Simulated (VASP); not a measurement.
# P: molecular dynamics with a thermostat

P, C2/m (no. 12), 8 atoms in the cell. PBE, molecular dynamics; PAW potentials P (PBE set).

Ensemble: Nose-Hoover; Target temperature (K): 1600.

## Input

INCAR:
```
SYSTEM = P
ALGO     = Fast           ! electronic algorithm
EDIFF    = 1E-6           ! SCF threshold, eV
ENCUT    = 260            ! plane-wave cutoff, eV
GGA      = PE             ! functional
IBRION   = 0              ! ionic algorithm
ISIF     = 2              ! what is computed and relaxed
ISMEAR   = -1             ! smearing method
ISYM     = 0            
KPAR     = 2            
LASPH    = .TRUE.         ! aspherical terms in the spheres
LCHARG   = .FALSE.        ! write CHGCAR
LREAL    = Auto         
LWAVE    = .FALSE.        ! write WAVECAR
MDALGO   = 2            
NELM     = 60             ! most SCF steps
NELMIN   = 4            
NSW      = 60             ! ionic steps
POTIM    = 2.0            ! step
PREC     = Normal         ! precision mode
RANDOM_SEED= 680697 0 0   
SIGMA    = 0.069          ! smearing width, eV
SMASS    = 0            
TEBEG    = 1600          
```

KPOINTS:
```
k-points
0
Monkhorst-Pack
  2 2 2
```

POSCAR:
```
P
1.0
    4.8279678941     -4.2924736644      0.0000000000
    4.8279678941      4.2924736644      0.0000000000
   -0.0237225834      0.0000000000      5.5806204931
P
8
Direct
    0.7744872900      0.5203388600      0.2534856300
    0.4796611400      0.2255127100      0.7465143700
    0.2255127100      0.4796611400      0.7465143700
    0.5203388600      0.7744872900      0.2534856300
    0.2850231800      0.2850231800      0.4280157100
    0.7149768200      0.7149768200      0.5719842900
    0.1567541300      0.1567541300      0.7489777000
    0.8432458700      0.8432458700      0.2510223000
```

Commands:
```
cat potpaw_PBE.64/P/POTCAR > POTCAR
mpirun -np 2 vasp_std > vasp.out
```

## Result

- Mean temperature (K): 1578
- Spread of the conserved energy (meV/atom): 1.35
- Rise of the mean potential energy above the start (meV/atom): 83.3
- Electronic steps per ionic step after the first: 6.0

Course of the run:

| Time (fs) | Temperature (K) | Potential energy less the first (meV/atom) | Conserved energy less the first (meV/atom) |
|---|---|---|---|
| 2 | 1610 | 0.0 | 0.00 |
| 12 | 1327 | 31.7 | -0.80 |
| 20 | 969 | 81.1 | -0.62 |
| 30 | 1184 | 90.6 | -0.44 |
| 38 | 2008 | 58.2 | -0.56 |
| 48 | 2810 | 39.8 | -1.26 |
| 56 | 2324 | 69.3 | -0.80 |
| 66 | 1413 | 102.4 | -0.71 |
| 74 | 937 | 124.3 | -0.74 |
| 84 | 825 | 129.8 | -0.66 |
| 92 | 1278 | 95.6 | -0.70 |
| 102 | 1938 | 70.9 | -1.33 |
| 110 | 1711 | 128.4 | -0.87 |
| 120 | 1944 | 127.5 | -1.11 |

REPORT:
```
MDALGO =   2
               SCALING =       0
                 CNEXP =     9.000   14.000
           RANDOM_SEED =            680697                0                0

   original number of atomic DOF:         21
   number of independent constraints:      0
   number of active DOF:                  21

========================================
         MD step No.       1
========================================

  Atomic velocities initialized by STEP_tb

  >Energies
                    E_tot             E_pot             E_kin               EPS                ES
   e_b>   -0.40672431E+02   -0.42128936E+02    0.14565049E+01    0.00000000E+00    0.00000000E+00

  >Temperature
               T_sim     T_inst
   tmprt>   1600.000   1609.708

  >Thermostat:
           s(n+1) sdot(n+1)      s(n)   sdot(n)        Qs
   s_b>   0.00008   0.00015   0.00000   0.00000   0.21704

           RANDOM_SEED =            680697               48                0

[... steps left out ...]

========================================
         MD step No.      60
========================================

  >Energies
                    E_tot             E_pot             E_kin               EPS                ES
   e_b>   -0.40681283E+02   -0.41109177E+02    0.17589364E+01    0.11653309E-01   -0.13426953E+01

  >Temperature
               T_sim     T_inst
   tmprt>   1600.000   1943.951

  >Thermostat:
           s(n+1) sdot(n+1)      s(n)   sdot(n)        Qs
   s_b>  -0.47209  -0.00676  -0.46373  -0.00997   0.21704

           RANDOM_SEED =            680697               48                0
```

OSZICAR:
```
N       E                     dE             d eps       ncg     rms          rms(c)
DAV:   1     0.138801652989E+03    0.13880E+03   -0.11090E+04   200   0.753E+02
DAV:   2    -0.331168450320E+02   -0.17192E+03   -0.16978E+03   261   0.179E+02
DAV:   3    -0.432927081447E+02   -0.10176E+02   -0.10148E+02   230   0.497E+01
DAV:   4    -0.435219919741E+02   -0.22928E+00   -0.22908E+00   304   0.811E+00
DAV:   5    -0.435253291564E+02   -0.33372E-02   -0.33367E-02   264   0.981E-01    0.182E+01
RMM:   6    -0.421826096441E+02    0.13427E+01   -0.33331E+00   200   0.617E+00    0.104E+01
RMM:   7    -0.421934569628E+02   -0.10847E-01   -0.35712E+00   200   0.657E+00    0.179E+00
RMM:   8    -0.421891558984E+02    0.43011E-02   -0.14977E+00   200   0.500E+00    0.898E-01
RMM:   9    -0.421257643174E+02    0.63392E-01   -0.21603E-01   200   0.196E+00    0.194E-01
RMM:  10    -0.421317264437E+02   -0.59621E-02   -0.62925E-02   200   0.969E-01    0.251E-01
RMM:  11    -0.421289377108E+02    0.27887E-02   -0.97666E-03   200   0.565E-01    0.109E-01
RMM:  12    -0.421289402157E+02   -0.25049E-05   -0.16307E-03   209   0.199E-01    0.638E-02
[... left out ...]
[... last step whole ...]
       N       E                     dE             d eps       ncg     rms          rms(c)
DAV:   1    -0.411085147296E+02   -0.82246E-01   -0.48051E-02   336   0.227E+00    0.772E-02
RMM:   2    -0.411090517093E+02   -0.53698E-03   -0.54327E-03   200   0.369E-01    0.351E-02
RMM:   3    -0.411091577579E+02   -0.10605E-03   -0.10441E-03   225   0.146E-01    0.438E-02
RMM:   4    -0.411091770500E+02   -0.19292E-04   -0.22660E-04   266   0.624E-02    0.341E-02
RMM:   5    -0.411091763508E+02    0.69923E-06   -0.12879E-05   204   0.156E-02    0.166E-02
RMM:   6    -0.411091769816E+02   -0.63084E-06   -0.89035E-06   199   0.120E-02
     60 T=  1944. E= -.40681283E+02 F= -.41109177E+02 E0= -.41109177E+02  EK= 0.17589E+01 SP= -.13E+01 SK= 0.12E-01
```

Limits: 120 fs of 8 atoms are too short for converged averages.

VASP 6.6.1 took 349 s on 2 cores (AMD EPYC 7571), a shared host.
